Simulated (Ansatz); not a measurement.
# NiO (F-43m) in Ansatz: a series of runs

The runs below take NiO through band structure, density of states, with r2SCAN, LDA, LDA+U.

Program: Ansatz 0.2.0. These are calculated values, not measurements. Logs are shortened: lines on timing, memory, paths and dates and some standing lists are left out, and cuts for length are marked.

**1. The structure**

Symmetry: F-43m, No. 216, cubic system. The conventional cell has a = 4.481 Å, b = 4.481 Å, c = 4.481 Å, α = 90.00°, β = 90.00°, γ = 90.00°. Around Ni (site symmetry -43m) lie 4 O at 1.94 Å. O (site symmetry -43m) is surrounded by 4 Ni at 1.94 Å.

The cell was built by a generator and needn't be a form met in nature.

**2. Band structure, r2SCAN, collinear spin, ferromagnetic start**

input.yaml

```yaml
crystal:
  lattice:
    - [0.0, 2.24063, 2.24063]
    - [2.24063, 0.0, 2.24063]
    - [2.24063, 2.24063, 0.0]
  atoms:
    - { symbol: Ni, position: [0.0, 0.0, 0.0], spin: 1.0 }
    - { symbol: O, position: [0.75, 0.75, 0.75] }
hamiltonian:
  xc: r2scan
  pseudopotentials: { kind: paw }
magnetization:
  spin_polarized: true
kpoints:
  mp_grid: { grid: [7, 7, 7] }
  band_path:
    path:
      - [[0.0, 0.0, 0.0], [0.5, 0.0, 0.5], [0.5, 0.25, 0.75], [0.375, 0.375, 0.75], [0.0, 0.0, 0.0], [0.5, 0.5, 0.5], [0.625, 0.25, 0.625], [0.5, 0.25, 0.75], [0.5, 0.5, 0.5], [0.375, 0.375, 0.75]]
      - [[0.625, 0.25, 0.625], [0.5, 0.0, 0.5]]
    npoints: 14
scf:
  occupations: { method: fermi_dirac, width: 0.05 }
  n_extra_bands: 6
output:
  forces: true
  stress: true
  eigenvalues: true
  fatbands: true
  write_density: true
  write_potential: true
  elf: true
  volumetric_format: npy
```

Potentials or basis: Ansatz PAW.

The run is started by

```bash
> ansatz run input.yaml --threads 2 --pin off --max-ram 5632MiB --backend cpu --events-out ev --progress --plain --runs-dir out
```

Log:

```text
Warning: RAYON_NUM_THREADS=2 ignored (pool sized by the plan → 2); use --threads N
scf.n_extra_bands = 6 over 12 filled bands (N_el = 24.0): the run solves 18 bands
Engine: ansatz 0.2.0, aarch64-unknown-linux-gnu
Pseudopotentials: kind: paw
Pseudopotential: Ni, paw, valence charge 18, recommended cutoff 500 eV (meta_gga), Ni.paw.azcp
Pseudopotential: O, paw, valence charge 6, recommended cutoff 500 eV (meta_gga), O.paw.azcp
Functional definition: r2SCAN
  parameter k0 = 0.174
  parameter k1 = 0.065
  parameter a1 = 4.9479
  exchange = r2scan_x(k0 = k0, k1 = k1, a1 = a1)
  correlation = r2scan_c
Crystal: 2 atoms, lattice volume = 22.498 Å³
Basis set: ecut = 500 eV, 537 PW (Γ), exchange–correlation on 96×96×96 points (64 copies of the dense FFT grid, shifted against one another)
Bands: 18, of which v1, the nominal top of the filled ones, is band 12 counted from 1 (11 counted from 0)
Symmetry: 24 space group operations
Space group: F-43m (ITA 216), of the structure as read, at distance tolerance 2.8e-5 Å
Magnetic group: BNS 216.74 (UNI 1576), of the structure as read, at distance tolerance 2.8e-5 Å
k-points: 20 of 343 (time reversal used)
Non-local potential: Ni, projectors of the file, l = 0: 3, l = 1: 2, l = 2: 3, l = 3: 1
Non-local potential: O, projectors of the file, l = 0: 2, l = 1: 2, l = 2: 1
PAW form: soft (Blöchl's): semilocal exchange-correlation on the pseudo side does not see the compensation charge
PAW frozen core: Ni, regenerated for the run's functional (the file was generated under x = pbe(κ = 0.804, μ = 0.2195149727645171), c = pbe(β = 0.06672455060314922))
PAW frozen core: O, regenerated for the run's functional (the file was generated under x = pbe(κ = 0.804, μ = 0.2195149727645171), c = pbe(β = 0.06672455060314922))
PAW one-centre angular grid: Ni, 590 points (default); XC on 160 Gauss nodes
PAW one-centre angular grid: O, 302 points (default); XC on 160 Gauss nodes
Initial density: superposition of atomic densities (chi_scale 0.1, normalization cell, long waves kept (reshape's long-wave potential 0.00 eV rms))
Starting moments: Σ|m| = 1 μB on 1 of 2 sites
Initial wavefunctions: pseudopotential atomic-orbital guess
Functional: x = r2scan, c = r2scan; τ floored in thin density (d = 2e-4 eV/Å³)
SCF iter   1: F=—  HF=-6411.723207 eV  |F-HF|=—  |Δ(HF+E_count)|=         —  Δρ=1.15e-1 (↑1.15e-1 ↓9.88e-2)  dr2=6.89e0  dr2_τ=1.29e-2  dr2_m=1.47e-1  M=1.294 μB ∫|m|=1.295 μB  β_m=1.00  ethr=3.10e-3  ⟨swp⟩=5.3  Hψ=3251  notcnv=0
Mixer restart at iter 1: flushing history
preconditioner: auto → none  [metal: Δε(μ)=0.087 eV  Ē_g=15.900 eV  σ=0.050 eV  W_gap=0.40  n_scr=8 (ndim 8)  ℏωp=31.3 eV  f_vac=0.000  D(μ)=1.66/eV (n_scr^D=14)  sad-step TF]
SCF iter   2: F=—  HF=-6412.126998 eV  |F-HF|=—  |Δ(HF+E_count)|=   4.04e-1  Δρ=5.71e-2 (↑5.71e-2 ↓3.05e-2)  dr2=1.05e0  dr2_τ=1.85e-2  dr2_m=1.37e-1  M=1.538 μB ∫|m|=1.543 μB  β_m=1.00  ethr=3.10e-3  ⟨swp⟩=3.1  Hψ=1849  notcnv=0  defer=40  κ⁻¹=1.0e0(r=1)
SCF iter   3: F=—  HF=-6412.362281 eV  |F-HF|=—  |Δ(HF+E_count)|=   2.35e-1  Δρ=2.29e-2 (↑2.29e-2 ↓1.96e-2)  dr2=1.97e-1  dr2_τ=2.28e-3  dr2_m=2.64e-2  M=1.779 μB ∫|m|=1.792 μB  β_m=1.00  ethr=3.10e-3  ⟨swp⟩=2.1  Hψ=1285  notcnv=0  defer=40  κ⁻¹=3.6e-2(r=2)
SCF iter   4: F=—  HF=-6412.614161 eV  |F-HF|=—  |Δ(HF+E_count)|=         —  Δρ=1.18e-2 (↑7.91e-3 ↓1.18e-2)  dr2=2.81e-2  dr2_τ=8.56e-4  dr2_m=5.42e-3  M=2.000 μB ∫|m|=2.041 μB  β_m=1.00  ethr=8.22e-4  ⟨swp⟩=2.5  Hψ=1175  notcnv=0  defer=40
Mixer restart at iter 4: flushing history
SCF iter   5: F=—  HF=-6412.711481 eV  |F-HF|=—  |Δ(HF+E_count)|=   9.73e-2  Δρ=8.07e-3 (↑5.08e-3 ↓8.07e-3)  dr2=7.37e-3  dr2_τ=1.88e-4  dr2_m=1.43e-3  M=2.000 μB ∫|m|=2.054 μB  β_m=1.00  ethr=1.17e-4  ⟨swp⟩=2.5  Hψ=1677  notcnv=0  defer=41  κ⁻¹=1.0e0(r=1)
SCF iter   6: F=—  HF=-6412.789233 eV  |F-HF|=—  |Δ(HF+E_count)|=   7.78e-2  Δρ=5.58e-3 (↑3.75e-3 ↓5.58e-3)  dr2=4.63e-3  dr2_τ=5.76e-5  dr2_m=5.09e-4  M=2.000 μB ∫|m|=2.059 μB  β_m=1.00  ethr=3.07e-5  ⟨swp⟩=2.0  Hψ=1414  notcnv=0  defer=41  κ⁻¹=4.0e-2(r=2)
SCF iter   7: F=—  HF=-6412.885871 eV  |F-HF|=—  |Δ(HF+E_count)|=   9.66e-2  Δρ=3.57e-3 (↑2.00e-3 ↓3.57e-3)  dr2=2.69e-3  dr2_τ=2.48e-5  dr2_m=2.57e-4  M=2.000 μB ∫|m|=2.065 μB  β_m=1.00  ethr=1.93e-5  ⟨swp⟩=2.0  Hψ=1399  notcnv=0  defer=41  κ⁻¹=1.9e-2(r=3)
SCF iter   8: F=—  HF=-6412.915127 eV  |F-HF|=—  |Δ(HF+E_count)|=   2.93e-2  Δρ=1.45e-3 (↑1.04e-3 ↓1.45e-3)  dr2=7.13e-4  dr2_τ=5.31e-6  dr2_m=2.70e-5  M=2.000 μB ∫|m|=2.066 μB  β_m=1.00  ethr=1.12e-5  ⟨swp⟩=2.0  Hψ=1395  notcnv=0  defer=41  κ⁻¹=3.4e-3(r=4)
SCF iter   9: F=—  HF=-6412.918538 eV  |F-HF|=—  |Δ(HF+E_count)|=   3.41e-3  Δρ=8.35e-4 (↑4.68e-4 ↓8.35e-4)  dr2=1.78e-4  dr2_τ=1.48e-6  dr2_m=1.33e-5  M=2.000 μB ∫|m|=2.067 μB  β_m=1.00  ethr=2.97e-6  ⟨swp⟩=2.2  Hψ=1234  notcnv=0  defer=41  κ⁻¹=9.5e-4(r=5)
SCF iter  10: F=—  HF=-6412.919495 eV  |F-HF|=—  |Δ(HF+E_count)|=   9.57e-4  Δρ=9.07e-5 (↑7.87e-5 ↓9.07e-5)  dr2=1.98e-6  dr2_τ=2.69e-8  dr2_m=6.67e-8  M=2.000 μB ∫|m|=2.068 μB  β_m=1.00  ethr=7.41e-7  ⟨swp⟩=2.0  Hψ=1241  notcnv=0  defer=41  κ⁻¹=4.3e-5(r=6)
SCF iter  11: F=—  HF=-6412.919508 eV  |F-HF|=—  |Δ(HF+E_count)|=   1.28e-5  Δρ=7.38e-5 (↑5.60e-5 ↓7.38e-5)  dr2=1.56e-6  dr2_τ=1.33e-8  dr2_m=2.71e-8  M=2.000 μB ∫|m|=2.068 μB  β_m=1.00  ethr=8.26e-9  ⟨swp⟩=2.5  Hψ=1242  notcnv=0  defer=41  κ⁻¹=1.9e-6(r=7)
SCF iter  12: F=—  HF=-6412.919512 eV  |F-HF|=—  |Δ(HF+E_count)|=   4.07e-6  Δρ=1.28e-5 (↑1.28e-5 ↓1.27e-5)  dr2=2.28e-8  dr2_τ=1.11e-9  dr2_m=9.70e-9  M=2.000 μB ∫|m|=2.068 μB  β_m=1.00  ethr=6.49e-9  ⟨swp⟩=2.0  Hψ=1198  notcnv=0  defer=41  κ⁻¹=6.0e-7(r=8)
SCF iter  13: F=—  HF=-6412.919512 eV  |F-HF|=—  |Δ(HF+E_count)|=   7.14e-8  Δρ=1.21e-5 (↑5.81e-6 ↓1.21e-5)  dr2=2.21e-8  dr2_τ=3.43e-10  dr2_m=4.49e-9  M=2.000 μB ∫|m|=2.068 μB  β_m=1.00  ethr=9.48e-11  ⟨swp⟩=2.0  Hψ=1206  notcnv=0  defer=41  κ⁻¹=8.9e-7(r=8)
SCF iter  14: F=—  HF=-6412.919512 eV  |F-HF|=—  |Δ(HF+E_count)|=   2.30e-7  Δρ=5.74e-6 (↑2.98e-6 ↓5.74e-6)  dr2=6.88e-9  dr2_τ=6.31e-11  dr2_m=6.61e-10  M=2.000 μB ∫|m|=2.068 μB  β_m=1.00  ethr=9.19e-11  ⟨swp⟩=2.0  Hψ=1191  notcnv=0  defer=41  κ⁻¹=2.8e-7(r=8)
SCF iter  15: F=-6412.919512 eV  HF=-6412.919512 eV  |F-HF|=2.71e-10  |Δ(HF+E_count)|=   7.53e-8  Δρ=4.25e-7 (↑3.43e-7 ↓4.25e-7)  dr2=7.19e-11  dr2_τ=1.46e-12  dr2_m=3.80e-12  M=2.000 μB ∫|m|=2.068 μB  ethr=2.87e-11  ⟨swp⟩=10.6  Hψ=4725  notcnv=0
SCF 1 converged in 15 iterations: F = -6412.919512 eV  dr2 = 7.19e-11
this state was not tested for a lower state beside it, because the mixer in use, unlike msr1, does not test its closes by its own steps (another_mixer; see scf.mixing.algorithm and scf.lower_state_search)
NSCF: frozen V_eff on 142 k-points
SCF converged after 15 iterations
Magnetization: 2.0001 μB (13.0000 up, 11.0000 down)
Absolute magnetization: 2.0687 μB (∫|ρ↑−ρ↓|, with the PAW one-centre terms)
Spin contamination: 0.0140 ħ² per cell (⟨S²⟩ above its minimum at these occupations)
Per-site moments (μB) at R_I (Å): [(1.5871834264671765, 0.8004325314486297), (0.3636730308158628, 0.8004325314486297)]
Free energy (F): -6412.919512 eV
Harris-Foulkes:  -6412.919512 eV  (|F-HF|=2.71e-10)
Internal energy: -6412.905405 eV  (E = F + TS)
E sigma→0 (E₀):  -6412.912459 eV
Entropy (-TS):   -0.014108 eV (-7.054 meV/atom)
Fermi energy:    11.125744 eV
--- Per-component energies (eV) ---
  E_band       = -446.317929
  E_kinetic    = 450.205417
  E_local      = -4554.402797  (includes V_loc(G=0)·N_el)
  E_nonlocal   = 693.600728
  E_hartree    = 1882.803964
  E_xc         = -149.087314
  E_vxc        = -217.366646  (∫ρ·V_xc dr)
  E_paw        = -1805.534377  (= ΣΔE_a)
  E_vpaw       = -598.611737  (= ΣTr[D̂ρ^β])
  E_aug_tail   = 0.001259  (compensation charges beyond the density's cutoff)
  E_vtau       = 14.647631  (kinetic-family band-sum trace: ∫τ·v_τ [+ j·A + Jᵃ·Aᵃ] dr)
  E_ewald      = -2930.160275
  E_core_change = -0.332010  (= ΣΔE_core)
  E_smearing   = -0.014108  (= −TS)
  E_closure    = 0.000000  (closes the sum)
  Σ components = -6412.919512   (vs F -6412.919512, Δ=0.00e0)
--- Forces (eV/Å), atoms counted from 1 ---
  atom   1  Ni     0.00000000     0.00000000    -0.00000000
  atom   2  O     -0.00000000     0.00000000     0.00000000
  max |Σ_I F_I| component: 6.48e-17 eV/Å
--- Stress (GPa, compression-positive) ---
       -4.571312       0.000000       0.000000
        0.000000      -4.571312      -0.000000
        0.000000      -0.000000      -4.571312
  P = ⅓ Tr σ = -4.5713 GPa (-45.713 kbar)
--- Band table (eV; the first three rows and the last of 40) ---
  k-point 0 ↑: bands = ["-98.1201", "-57.0109", "-57.0109", "-57.0109", "-10.4074", "4.2325", "4.2325", "4.2325", "7.8532", "7.8532", "10.4430", "10.4430", "10.4430", "11.3527", "25.6163", "25.6163", "25.6163", "31.8557"]
  k-point 1 ↑: bands = ["-98.1200", "-57.0133", "-57.0113", "-57.0113", "-10.2946", "4.0125", "4.3093", "4.3093", "7.8159", "7.8159", "9.7008", "10.3192", "10.3192", "12.4288", "23.7893", "25.7576", "25.7576", "30.2219"]
  k-point 2 ↑: bands = ["-98.1196", "-57.0187", "-57.0122", "-57.0122", "-10.0346", "3.6806", "4.4759", "4.4759", "7.7873", "7.7873", "8.5502", "10.0011", "10.0011", "14.3674", "21.0650", "25.5561", "25.5561", "29.3140"]
  k-point 19 ↓: bands = ["-95.3959", "-54.3683", "-54.3655", "-54.3615", "-8.8111", "4.7007", "5.2712", "6.1022", "9.2979", "9.4096", "9.7825", "11.0032", "11.3823", "18.7814", "21.2198", "22.0604", "24.4004", "29.8986"]
```

Wall time 9.8 s (2 threads of Arm Neoverse V2, shared host); peak memory 0.36 GiB.

What came out:

```
Free energy            : -6412.9195 eV
Pressure               : -4.6 GPa
Band gap on the k mesh : none (metal or under the smearing width)
Net moment             : 2.00 μB per cell
Absolute moment        : 2.07 μB per cell
Site moments           : Ni +1.59; O +0.36 μB
```

Levels at the corners of the path, in eV from the Fermi level:
Spin up:
```csv
point,band 9,band 10,band 11,band 12,band 13,band 14,band 15,band 16,band 17,band 18
Γ,-3.27,-3.27,-0.68,-0.68,-0.68,0.23,14.49,14.49,14.49,20.73
X,-4.14,-3.01,-2.85,-2.85,-2.53,5.19,10.11,11.06,14.80,14.80
W,-4.01,-3.78,-3.29,-2.86,-1.90,6.96,10.00,10.51,11.71,19.02
K,-4.22,-3.41,-3.35,-2.33,-2.18,6.50,9.42,10.23,14.47,15.96
Γ,-3.27,-3.27,-0.68,-0.68,-0.68,0.23,14.49,14.49,14.49,20.73
L,-3.64,-3.26,-3.26,-1.50,-1.50,5.79,7.26,13.87,13.87,17.80
U,-4.22,-3.41,-3.35,-2.33,-2.18,6.50,9.42,10.23,14.47,15.96
W,-4.01,-3.78,-3.29,-2.86,-1.90,6.96,10.00,10.51,11.71,19.02
L,-3.64,-3.26,-3.26,-1.50,-1.50,5.79,7.26,13.87,13.87,17.80
K,-4.22,-3.41,-3.35,-2.33,-2.18,6.50,9.42,10.23,14.47,15.96
U,-4.22,-3.41,-3.35,-2.33,-2.18,6.50,9.42,10.23,14.47,15.96
X,-4.14,-3.01,-2.85,-2.85,-2.53,5.19,10.11,11.06,14.80,14.80
```
Spin down:
| point | band 10 | band 11 | band 12 | band 13 | band 14 | band 15 |
| --- | --- | --- | --- | --- | --- | --- |
| Γ | -2.11 | 0.56 | 1.86 | 1.86 | 1.86 | 14.80 |
| X | -1.56 | -1.40 | -0.03 | -0.03 | 5.83 | 10.98 |
| W | -1.67 | -1.64 | -0.14 | 0.18 | 7.70 | 10.89 |
| K | -1.80 | -1.20 | -0.10 | 0.24 | 7.15 | 10.06 |
| Γ | -2.11 | 0.56 | 1.86 | 1.86 | 1.86 | 14.80 |
| L | -1.81 | -0.69 | 0.88 | 0.88 | 6.21 | 7.96 |
| U | -1.80 | -1.20 | -0.10 | 0.24 | 7.15 | 10.06 |
| W | -1.67 | -1.64 | -0.14 | 0.18 | 7.70 | 10.89 |
| L | -1.81 | -0.69 | 0.88 | 0.88 | 6.21 | 7.96 |
| K | -1.80 | -1.20 | -0.10 | 0.24 | 7.15 | 10.06 |
| U | -1.80 | -1.20 | -0.10 | 0.24 | 7.15 | 10.06 |
| X | -1.56 | -1.40 | -0.03 | -0.03 | 5.83 | 10.98 |

Caveat: the magnetic or orbital state may not be the lowest; a cell with one magnetic atom can't hold antiferromagnetic order, which such compounds often take; semilocal functionals often make such compounds metallic where correlation or magnetic order opens a gap, which also shifts bond lengths; the PAW data sets come from PBE, with cores solved anew for the run's functional, which leaves a small shift of forces and pressure.

**3. Density of states, LDA, collinear spin, ferromagnetic start**

input.yaml

```yaml
crystal:
  lattice:
    - [0.0, 2.24063, 2.24063]
    - [2.24063, 0.0, 2.24063]
    - [2.24063, 2.24063, 0.0]
  atoms:
    - { symbol: Ni, position: [0.0, 0.0, 0.0], spin: 1.0 }
    - { symbol: O, position: [0.75, 0.75, 0.75] }
hamiltonian:
  xc: lda
  pseudopotentials: { kind: paw }
magnetization:
  spin_polarized: true
kpoints:
  mp_grid: { grid: [7, 7, 7] }
scf:
  occupations: { method: fermi_dirac, width: 0.05 }
  n_extra_bands: 6
output:
  forces: true
  stress: true
  eigenvalues: true
  dos: { projected: false, de: 0.05, nscf_kmesh: { grid: [11, 11, 11] } }
```

Potentials or basis: Ansatz PAW.

The run is started by

```bash
> ansatz run input.yaml --threads 2 --pin off --max-ram 5632MiB --backend cpu --events-out ev --progress --plain --runs-dir out
```

It took 2.9 s on 2 threads of Arm Neoverse V2, shared host; peak memory 0.28 GiB.

It converged, with:

- Free energy: -6327.1177 eV
- Pressure: -15.2 GPa
- Band gap on the k mesh: none (metal or under the smearing width)
- Net moment: 1.71 μB per cell
- Absolute moment: 1.72 μB per cell
- Site moments: Ni +1.29; O +0.33 μB
- Density of states at the Fermi level: 1.95 states/eV per cell

Levels at points of the mesh, in eV from the Fermi level:
Spin up:
```
           k point  band 11  band 12  band 13  band 14  band 15  band 16
(0.00, 0.00, 0.00)     0.40     0.40     0.40     0.43    14.14    14.14
```
Spin down:
| k point | band 7 | band 8 | band 9 | band 10 | band 11 | band 12 | band 13 | band 14 | band 15 | band 16 |
| --- | --- | --- | --- | --- | --- | --- | --- | --- | --- | --- |
| (0.00, 0.00, 0.00) | -5.08 | -5.08 | -1.16 | -1.16 | 0.72 | 1.68 | 1.68 | 1.68 | 14.39 | 14.39 |

States per cell in windows of 1 eV (zero at the Fermi level; states under -8 eV left out):
| from (eV) | up | down |
| --- | --- | --- |
| -8.0 | 0.00 | 0.00 |
| -7.0 | 1.00 | 0.70 |
| -6.0 | 2.00 | 0.71 |
| -5.0 | 0.00 | 1.59 |
| -4.0 | 0.00 | 0.00 |
| -3.0 | 2.07 | 0.00 |
| -2.0 | 1.37 | 1.43 |
| -1.0 | 1.39 | 1.62 |
| 0.0 | 0.17 | 1.59 |
| 1.0 | 0.03 | 0.37 |
| 2.0 | 0.06 | 0.05 |
| 3.0 | 0.10 | 0.08 |
| 4.0 | 0.15 | 0.12 |
| 5.0 | 0.26 | 0.20 |
| 6.0 | 0.34 | 0.31 |
| 7.0 | 0.17 | 0.25 |

Caveat: the pressure holds a Pulay correction of +0.8 GPa for the finite cutoff; a cell with one magnetic atom can't hold antiferromagnetic order, which such compounds often take; semilocal functionals often make such compounds metallic where correlation or magnetic order opens a gap, which also shifts bond lengths; the PAW data sets come from PBE, with cores solved anew for the run's functional, which leaves a small shift of forces and pressure; the density of states is complete only up to the lowest level of the last band computed. With open d or f shells a metallic result of LDA can be an artefact of self-interaction; +U or a hybrid may open a gap.

**4. Density of states, LDA+U, collinear spin, ferromagnetic start**

Edit input.yaml of step 3 so:

```diff
@@ -11,2 +11,3 @@
   pseudopotentials: { kind: paw }
+  hubbard: { sites: [{ species: Ni, l: d, u_eff: 2.0 }] }
 magnetization:
```

The run is started by

```bash
> ansatz run input.yaml --threads 2 --pin off --max-ram 5632MiB --backend cpu --events-out ev --progress --plain --runs-dir out
```

Run time: 3.4 s. Hardware: 2 threads of Arm Neoverse V2, shared host; peak memory 0.28 GiB.

Results (log left out):

```yaml
Free_energy: -6326.1683 eV
Pressure: -12.3 GPa
Band_gap_on_the_k_mesh: none (metal or under the smearing width)
Net_moment: 2.00 μB per cell
Absolute_moment: 2.02 μB per cell
Site_moments: Ni +1.49; O +0.40 μB
Density_of_states_at_the_Fermi_level: 1.51 states/eV per cell
```

Levels at points of the mesh, in eV from the Fermi level:
Spin up:
| k point | band 9 | band 10 | band 11 | band 12 | band 13 | band 14 | band 15 | band 16 | band 17 | band 18 |
| --- | --- | --- | --- | --- | --- | --- | --- | --- | --- | --- |
| (0.00, 0.00, 0.00) | -3.22 | -3.22 | -0.11 | -0.11 | -0.11 | 0.48 | 14.17 | 14.17 | 14.17 | 20.57 |
Spin down:
```csv
k point,band 9,band 10,band 11,band 12,band 13,band 14
"(0.00, 0.00, 0.00)",-1.93,-1.93,0.82,1.88,1.88,1.88
```

States per cell in windows of 0.5 eV (zero at the Fermi level; states under -8 eV left out):
| from (eV) | up | down |
| --- | --- | --- |
| -8.0 | 0.00 | 0.00 |
| -7.5 | 0.14 | 0.00 |
| -7.0 | 0.86 | 0.02 |
| -6.5 | 0.89 | 0.66 |
| -6.0 | 0.94 | 0.30 |
| -5.5 | 0.17 | 0.37 |
| -5.0 | 0.00 | 1.39 |
| -4.5 | 0.00 | 0.27 |
| -4.0 | 0.61 | 0.00 |
| -3.5 | 1.58 | 0.00 |
| -3.0 | 0.53 | 0.00 |
| -2.5 | 0.48 | 0.15 |
| -2.0 | 0.61 | 1.85 |
| -1.5 | 0.72 | 0.18 |
| -1.0 | 0.38 | 0.42 |
| -0.5 | 0.10 | 0.44 |
| 0.0 | 0.00 | 0.81 |
| 0.5 | 0.00 | 0.76 |
| 1.0 | 0.01 | 0.32 |
| 1.5 | 0.02 | 0.09 |
| 2.0 | 0.03 | 0.02 |
| 2.5 | 0.03 | 0.03 |
| 3.0 | 0.04 | 0.04 |
| 3.5 | 0.05 | 0.04 |
| 4.0 | 0.07 | 0.05 |
| 4.5 | 0.09 | 0.07 |
| 5.0 | 0.12 | 0.08 |
| 5.5 | 0.15 | 0.11 |
| 6.0 | 0.17 | 0.15 |
| 6.5 | 0.19 | 0.16 |
| 7.0 | 0.05 | 0.15 |
| 7.5 | 0.09 | 0.10 |

Eigenvalues of the final occupation matrices:
| site | spin | trace | eigenvalues |
| --- | --- | --- | --- |
| site 1 | 1 | 4.97 | 0.99 0.99 0.99 1.00 1.00 |
| site 1 | 2 | 3.48 | 0.53 0.53 0.53 0.94 0.94 |

Caveat: the magnetic or orbital state may not be the lowest; the pressure holds a Pulay correction of +0.8 GPa for the finite cutoff; a cell with one magnetic atom can't hold antiferromagnetic order, which such compounds often take; the PAW data sets come from PBE, with cores solved anew for the run's functional, which leaves a small shift of forces and pressure; the density of states is complete only up to the lowest level of the last band computed. The state reached can hang on the start; a lower one may exist.

**5. Summary**

```tsv
task	level	U	cutoff (eV)	points for each segment of the path	hubbard projectors	double counting	gap on the mesh (eV)	pressure (GPa)	moment (μB)
band structure	r2SCAN	-	500	14	-	-	none	-4.6	2.00
density of states	LDA	-	420	-	-	-	none	-15.2	1.71
density of states	LDA+U	Ni d U = 2 eV	420	-	ortho-atomic (the default)	fll (the default)	none	-12.3	2.00
```

Alike in all rows: potentials or basis Ansatz PAW; spin collinear, ferromagnetic start; cell as given; k mesh 7 × 7 × 7; smearing fermi-dirac 0.05 eV.

Every run on the cell as given and a fine mesh finds a metal. The pressure there spans -15.2 GPa (LDA) to -4.6 GPa (r2SCAN); a positive pressure means that this level wants a larger cell, a negative one a smaller.

Caveats: a cell with one magnetic atom can't hold antiferromagnetic order, which such compounds often take; the PAW data sets come from PBE, with cores solved anew for the run's functional, which leaves a small shift of forces and pressure; the magnetic or orbital state may not be the lowest (some runs); semilocal functionals often make such compounds metallic where correlation or magnetic order opens a gap, which also shifts bond lengths (some runs); the density of states is complete only up to the lowest level of the last band computed (some runs).

Total energies depend on the potentials used, so only differences within one code and one set of settings carry meaning.
